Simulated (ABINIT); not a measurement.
## AlN (P6_3mc): G0W0 in ABINIT against the screening cutoff in the self-energy

How does the gap of AlN (P6_3mc) converge in the screening cutoff in the self-energy?

Main program and level: ABINIT 10.8.3; PBE and many-body steps on it, plane waves.

The database entry behind the starting cell differs from later determinations by our own check (inner coordinate u about 0.002 short), so it need not match the best structure at ambient conditions.

## 1. Set-up

It takes space group P6_3mc (No. 186, hexagonal). The conventional cell has a = 3.113 Å, b = 3.113 Å, c = 4.981 Å, α = 90.00°, β = 90.00°, γ = 120.00°. Al has 4 N at 1.89 Å nearest. N has 4 Al at 1.89 Å nearest. Farther neighbours and most contacts between anions are not listed.

The cell and positions come from the Crystallography Open Database and are kept as given unless a step says otherwise.

## 2. Screening, 6×6×4 mesh, 276 bands, screening to 272.1 eV

This step: ABINIT 10.8.3; RPA screening on PBE, plane waves, norm-conserving pseudopotentials.

The RPA dielectric matrix is built and inverted for each q.

Input file run.abi:

```
acell 3*1.0 Angstrom
rprim 
  3.113000000011 -0.000000000003 0.000000000000
  -1.556500000003 2.695937081992 0.000000000000
  0.000000000000 0.000000000000 4.981000000000
ntypat 2
znucl 13 7
natom 4
typat 1 1 2 2
xred 
  0.333333333333 0.666666666667 0.000000000000
  0.666666666667 0.333333333333 0.500000000000
  0.333333333333 0.666666666667 0.380000000000
  0.666666666667 0.333333333333 0.880000000000
pp_dirpath "pseudos"
pseudos "Al.upf, N.upf"
ecut 36
ngkpt 6 6 4
nshiftk 1
shiftk 0 0 0
kptopt 1
chksymbreak 0
istwfk *1
occopt 1
irdwfk 1
optdriver 3
nband 276
ecuteps 10
inclvkb 2
awtr 1
symchi 1
indata_prefix "in"
outdata_prefix "out"
tmpdata_prefix "tmp"
```

The run is started by

```console
$ OMP_NUM_THREADS=1 mpirun -n 4 abinit run.abi > log
```

What it wrote:

```text
.Version 10.8.3 of ABINIT. v10.8.2 released Aug 2026.

 Symmetries : space group P6_3 m c (#186); Bravais hP (primitive hexag.)
[... echo of the input left out ...]
== DATASET  1 ==================================================================
-   mpi_nproc: 4, omp_nthreads: 1 (-1 if OMP is not activated)

--- !DatasetInfo
iteration_state: {dtset: 1, }
dimensions: {natom: 4, nkpt: 21, mband: 276, nsppol: 1, nspinor: 1, nspden: 1, mpw: 2934, }
cutoff_energies: {ecut:  36.0, pawecutdg:  -1.0, }
electrons: {nelect:   1.60000000E+01, charge:   0.00000000E+00, occopt:   1.00000000E+00, tsmear:   1.00000000E-02, }

 SCREENING: Calculation of the susceptibility and dielectric matrices

 Based on a program developped by R.W. Godby, V. Olevano, G. Onida, and L. Reining.
 Incorporated in ABINIT by V. Olevano, G.-M. Rignanese, and M. Torrent.
.Using double precision arithmetic ; gwpc =  8

[... cell and pseudopotentials left out ...]
--------------------------------------------------------------------------------

 ==== K-mesh for the wavefunctions ====
 Number of points in the irreducible wedge :    21
[... list of points left out ...]
 Together with 12 symmetry operations and time-reversal symmetry
 yields   144 points in the full Brillouin Zone.

 ==== Q-mesh for the screening function ====
 Number of points in the irreducible wedge :    21
[... list of points left out ...]
 Together with 12 symmetry operations and time-reversal symmetry
 yields   144 points in the full Brillouin Zone.

 setmesh: FFT mesh size selected  =    24x   24x   40
          total number of points  =        23040

 vcoul_init : cutoff-mode = AUXILIARY_FUNCTION
 q-points for optical limit:   1
     1)      0.000010    0.000020    0.000030

- screening: taking advantage of time-reversal symmetry
- Maximum band index for partially occupied states nbvw = 8
- Remaining bands to be divided among processors   nbcw = 268
- Number of bands treated by each node ~67

 Number of electrons calculated from density =   16.0000; Expected =   16.0000
 average of density, n =  0.056718
 r_s =    1.6146
 omega_plasma =   22.9728 [eV]

 calculating chi0 at frequencies [eV] :
  1    0.000000E+00    0.000000E+00
  2    0.000000E+00    2.297283E+01

--------------------------------------------------------------------------------
  q-point number  1        q = ( 0.000000, 0.000000, 0.000000) [r.l.u.]
--------------------------------------------------------------------------------
[... chi0 elements left out ...]
 For q-point:  0.000010 0.000020 0.000030
  dielectric constant =   4.2132
  dielectric constant without local fields =   4.6429

  Average fulfillment of the sum rule on Im[epsilon] for q-point    1 :     94.26  [%]
[... wings left out ...]
  q-point number  2        q = ( 0.166667, 0.000000, 0.000000) [r.l.u.]
--------------------------------------------------------------------------------
[... chi0 elements left out ...]
  Average fulfillment of the sum rule on Im[epsilon] for q-point    2 :     97.05  [%]

 [... 19 further q-points ...]
```

Run time: 11 min. Hardware: 4 MPI ranks of Intel Xeon Platinum 8375C at 2.90GHz (Ice Lake), shared host; peak memory 3 GiB; 43 min of CPU time.

Numbers from this step:

```
ε∞ with local fields, on this mesh, along the program's q direction : 4.213
the same without local fields                                       : 4.643
plasma frequency                                                    : 22.97 eV
plane waves in the screening matrix                                 : 403
```

Local fields lower ε∞ by 9 %.

## 3. 1 Ha

This step: G0W0 on PBE, plane waves, norm-conserving pseudopotentials.

run.abi: that of step 2 with these lines changed.

```diff
@@ -25,8 +25,15 @@
 irdwfk 1
-optdriver 3
+optdriver 4
 nband 276
-ecuteps 10
-inclvkb 2
-awtr 1
-symchi 1
+gwcalctyp 0
+ecutsigx 36
+symsigma 1
+nkptgw 1
+kptgw 
+  0.0000000000 0.0000000000 0.0000000000
+bdgw 
+  6 10
+ecuteps 1
+irdscr 1
+ppmodel 1
 indata_prefix "in"
```

What it wrote:

```text
.Version 10.8.3 of ABINIT. v10.8.2 released Aug 2026.

 Symmetries : space group P6_3 m c (#186); Bravais hP (primitive hexag.)
[... echo of the input left out ...]
== DATASET  1 ==================================================================
-   mpi_nproc: 4, omp_nthreads: 1 (-1 if OMP is not activated)

--- !DatasetInfo
iteration_state: {dtset: 1, }
dimensions: {natom: 4, nkpt: 21, mband: 276, nsppol: 1, nspinor: 1, nspden: 1, mpw: 2934, }
cutoff_energies: {ecut:  36.0, pawecutdg:  -1.0, }
electrons: {nelect:   1.60000000E+01, charge:   0.00000000E+00, occopt:   1.00000000E+00, tsmear:   1.00000000E-02, }

 SIGMA: Calculation of the GW corrections

 Based on a program developped by R.W. Godby, V. Olevano, G. Onida, and L. Reining.
 Incorporated in ABINIT by V. Olevano, G.-M. Rignanese, and M. Torrent.
.Using double precision arithmetic ; gwpc =  8

[... cell and pseudopotentials left out ...]
--------------------------------------------------------------------------------

 ==== K-mesh for the wavefunctions ====
 Number of points in the irreducible wedge :    21
[... list of points left out ...]
 Together with 12 symmetry operations and time-reversal symmetry
 yields   144 points in the full Brillouin Zone.

 ==== Q-mesh for screening function ====
 Number of points in the irreducible wedge :    21
[... list of points left out ...]
 Together with 12 symmetry operations and time-reversal symmetry
 yields   144 points in the full Brillouin Zone.

 vcoul_init : cutoff-mode = AUXILIARY_FUNCTION
 q-points for optical limit:   1
     1)      0.000010    0.000020    0.000030
 setmesh: FFT mesh size selected  =    27x   27x   54
          total number of points  =        39366

 Number of electrons calculated from density =   16.0000; Expected =   16.0000
 average of density, n =  0.056718
 r_s =    1.6146
 omega_plasma =   22.9728 [eV]

 === KS Band Gaps ===
  >>>> For spin  1
   Minimum direct gap =   4.2205 [eV], located at k-point      :   0.0000  0.0000  0.0000
   Fundamental gap    =   4.2205 [eV], Top of valence bands at :   0.0000  0.0000  0.0000
                                       Bottom of conduction at :   0.0000  0.0000  0.0000
 SIGMA fundamental parameters:
 PLASMON POLE MODEL  1
 number of plane-waves for SigmaX                 2863
 number of plane-waves for SigmaC and W             23
 number of plane-waves for wavefunctions          2863
 number of bands                                   276
 number of independent spin polarizations            1
 number of spinorial components                      1
 number of k-points in IBZ                          21
 number of q-points in IBZ                          21
 number of symmetry operations                      12
 number of k-points in BZ                          144
 number of q-points in BZ                          144
 number of frequencies for dSigma/dE                 9
 frequency step for dSigma/dE [eV]                0.25
 number of omega for Sigma on real axis              0
 max omega for Sigma on real axis  [eV]           0.00
 zcut for avoiding poles [eV]                     0.10

 EPSILON^-1 parameters (SCR file):
 dimension of the eps^-1 matrix on file            403
 dimension of the eps^-1 matrix used                23
 number of plane-waves for wavefunctions          2863
 number of bands                                   276
 number of q-points in IBZ                          21
 number of frequencies                               2
 number of real frequencies                          1
 number of imag frequencies                          1

 matrix elements of self-energy operator (all in [eV])

 Perturbative Calculation

--- !SelfEnergy_ee
iteration_state: {dtset: 1, }
kpoint     : [   0.000,    0.000,    0.000, ]
spin       : 1
KS_gap     :    4.220
QP_gap     :    5.323
Delta_QP_KS:    1.102
data: !SigmaeeData |
     Band     E0 <VxcDFT>   SigX SigC(E0)      Z dSigC/dE  Sig(E)    E-E0       E
        6   5.135 -16.968 -20.992   3.297   0.817  -0.223 -17.562  -0.594   4.540
        7   5.135 -16.968 -20.992   3.297   0.817  -0.223 -17.562  -0.594   4.540
        8   5.314 -17.078 -21.024   3.303   0.816  -0.225 -17.603  -0.525   4.789
        9   9.535 -12.527  -8.048  -3.789   0.837  -0.195 -11.950   0.577  10.112
       10  11.990 -10.836  -5.799  -4.068   0.839  -0.192 -10.023   0.813  12.803

== END DATASET(S) ==============================================================
================================================================================

 -outvars: echo values of variables after computation  --------
           etotal      0.0000000000E+00
            nband         276
             nkpt          21
          spgroup         186
 [... the other variables as echoed above ...]

 Calculation completed.
```

The job ended after 4.4 s (4 MPI ranks; peak memory 0.75 GiB).

Numbers from this step:

| Property | Result |
| --- | --- |
| G0W0 gap on the points computed | 5.323 eV |
| starting gap on the mesh | 4.220 eV |
| k of the valence top | 0, 0, 0 |
| k of the conduction bottom | 0, 0, 0 |
| Z at the valence top | 0.816 |
| Z at the conduction bottom | 0.837 |
| least direct G0W0 gap on the computed points | 5.323 eV |

## 4. 2 Ha

run.abi: that of step 3 with these lines changed.

```diff
@@ -35,3 +35,3 @@
   6 10
-ecuteps 1
+ecuteps 2
 irdscr 1
```

What it wrote:

```text
.Version 10.8.3 of ABINIT. v10.8.2 released Aug 2026.

 Symmetries : space group P6_3 m c (#186); Bravais hP (primitive hexag.)
[... echo of the input left out ...]
== DATASET  1 ==================================================================
-   mpi_nproc: 4, omp_nthreads: 1 (-1 if OMP is not activated)

--- !DatasetInfo
iteration_state: {dtset: 1, }
dimensions: {natom: 4, nkpt: 21, mband: 276, nsppol: 1, nspinor: 1, nspden: 1, mpw: 2934, }
cutoff_energies: {ecut:  36.0, pawecutdg:  -1.0, }
electrons: {nelect:   1.60000000E+01, charge:   0.00000000E+00, occopt:   1.00000000E+00, tsmear:   1.00000000E-02, }

 SIGMA: Calculation of the GW corrections

 Based on a program developped by R.W. Godby, V. Olevano, G. Onida, and L. Reining.
 Incorporated in ABINIT by V. Olevano, G.-M. Rignanese, and M. Torrent.
.Using double precision arithmetic ; gwpc =  8

[... cell and pseudopotentials left out ...]
--------------------------------------------------------------------------------

 ==== K-mesh for the wavefunctions ====
 Number of points in the irreducible wedge :    21
[... list of points left out ...]
 Together with 12 symmetry operations and time-reversal symmetry
 yields   144 points in the full Brillouin Zone.

 ==== Q-mesh for screening function ====
 Number of points in the irreducible wedge :    21
[... list of points left out ...]
 Together with 12 symmetry operations and time-reversal symmetry
 yields   144 points in the full Brillouin Zone.

 vcoul_init : cutoff-mode = AUXILIARY_FUNCTION
 q-points for optical limit:   1
     1)      0.000010    0.000020    0.000030
 setmesh: FFT mesh size selected  =    27x   27x   54
          total number of points  =        39366

 Number of electrons calculated from density =   16.0000; Expected =   16.0000
[...]
number of q-points in IBZ                          21
 number of symmetry operations                      12
 number of k-points in BZ                          144
 number of q-points in BZ                          144
 number of frequencies for dSigma/dE                 9
 frequency step for dSigma/dE [eV]                0.25
 number of omega for Sigma on real axis              0
 max omega for Sigma on real axis  [eV]           0.00
 zcut for avoiding poles [eV]                     0.10

 EPSILON^-1 parameters (SCR file):
 dimension of the eps^-1 matrix on file            403
 dimension of the eps^-1 matrix used                35
 number of plane-waves for wavefunctions          2863
 number of bands                                   276
 number of q-points in IBZ                          21
 number of frequencies                               2
 number of real frequencies                          1
 number of imag frequencies                          1

 matrix elements of self-energy operator (all in [eV])

 Perturbative Calculation

--- !SelfEnergy_ee
iteration_state: {dtset: 1, }
kpoint     : [   0.000,    0.000,    0.000, ]
spin       : 1
KS_gap     :    4.220
QP_gap     :    5.327
Delta_QP_KS:    1.106
data: !SigmaeeData |
     Band     E0 <VxcDFT>   SigX SigC(E0)      Z dSigC/dE  Sig(E)    E-E0       E
        6   5.135 -16.968 -20.992   3.348   0.807  -0.239 -17.514  -0.546   4.589
        7   5.135 -16.968 -20.992   3.348   0.807  -0.239 -17.514  -0.546   4.589
        8   5.314 -17.078 -21.024   3.257   0.809  -0.237 -17.635  -0.557   4.757
        9   9.535 -12.527  -8.048  -3.819   0.832  -0.202 -11.978   0.549  10.084
       10  11.990 -10.836  -5.799  -4.208   0.835  -0.198 -10.144   0.692  12.682

== END DATASET(S) ==============================================================
================================================================================

 -outvars: echo values of variables after computation  --------
           etotal      0.0000000000E+00
            nband         276
             nkpt          21
          spgroup         186
 [... the other variables as echoed above ...]

 Calculation completed.
```

Elapsed: 4.7 s, on 4 MPI ranks; peak memory 0.71 GiB.

Numbers from this step:

```yaml
g0w0_gap_on_the_points_computed: 5.327 eV
starting_gap_on_the_mesh: 4.220 eV
k_of_the_valence_top: 0, 0, 0
k_of_the_conduction_bottom: 0, 0, 0
z_at_the_valence_top: 0.809
z_at_the_conduction_bottom: 0.832
least_direct_g0w0_gap_on_the_computed_points: 5.327 eV
```

## 5. 3.5 Ha

The self-energy is evaluated for the states that the input lists, and the levels follow from it, in one-shot runs by the linearised quasiparticle equation.

run.abi: that of step 4 with these lines changed.

```diff
@@ -35,3 +35,3 @@
   6 10
-ecuteps 2
+ecuteps 3.5
 irdscr 1
```

What it wrote:

```text
.Version 10.8.3 of ABINIT. v10.8.2 released Aug 2026.

 Symmetries : space group P6_3 m c (#186); Bravais hP (primitive hexag.)
[... echo of the input left out ...]
== DATASET  1 ==================================================================
-   mpi_nproc: 4, omp_nthreads: 1 (-1 if OMP is not activated)

--- !DatasetInfo
iteration_state: {dtset: 1, }
dimensions: {natom: 4, nkpt: 21, mband: 276, nsppol: 1, nspinor: 1, nspden: 1, mpw: 2934, }
cutoff_energies: {ecut:  36.0, pawecutdg:  -1.0, }
[...]
8   5.314 -17.078 -21.024   3.038   0.792  -0.262 -17.797  -0.719   4.595
        9   9.535 -12.527  -8.048  -3.764   0.822  -0.216 -11.939   0.588  10.123
       10  11.990 -10.836  -5.799  -4.273   0.829  -0.206 -10.202   0.633  12.624

== END DATASET(S) ==============================================================
================================================================================

 -outvars: echo values of variables after computation  --------
           etotal      0.0000000000E+00
            nband         276
             nkpt          21
          spgroup         186
 [... the other variables as echoed above ...]

 Calculation completed.
```

Run time: 8.6 s. Hardware: 4 MPI ranks; peak memory 1.2 GiB; 34 s of CPU time.

This step gave:

- G0W0 gap on the points computed: 5.528 eV
- starting gap on the mesh: 4.220 eV
- k of the valence top: 0, 0, 0
- k of the conduction bottom: 0, 0, 0
- least direct G0W0 gap on the computed points: 5.528 eV

The gap on the mesh goes from 4.22 eV to 5.53 eV, a correction of +1.31 eV.

[end of part 1 of 2]

[Paths, hosts, dates, memory and timing lines, banners, echoed tables and standing remarks are left out of the program output.]

[Logs are printed without paths, hosts, clocks, repeated set-up lines and the standing remarks that a program may print on its own settings, such as how far it seeks lower states.]

[Runs of the session that timed out or met a known fault of the program may be left out.]

[Hosts, paths, dates, database ids (printed as entryN), source tags and the programs' standing remarks are cut or masked in the printed files.]

[G0W0 gaps are taken among the corrected bands and points alone; a level outside them can change the order at an edge.]

[Where Ansatz stands beside ABINIT at settings called matched, ABINIT's density can come from a denser mesh and the files from another edition; pairs whose starting gaps differed by over 0.03 eV were left out, so agreement reads better than it is.]
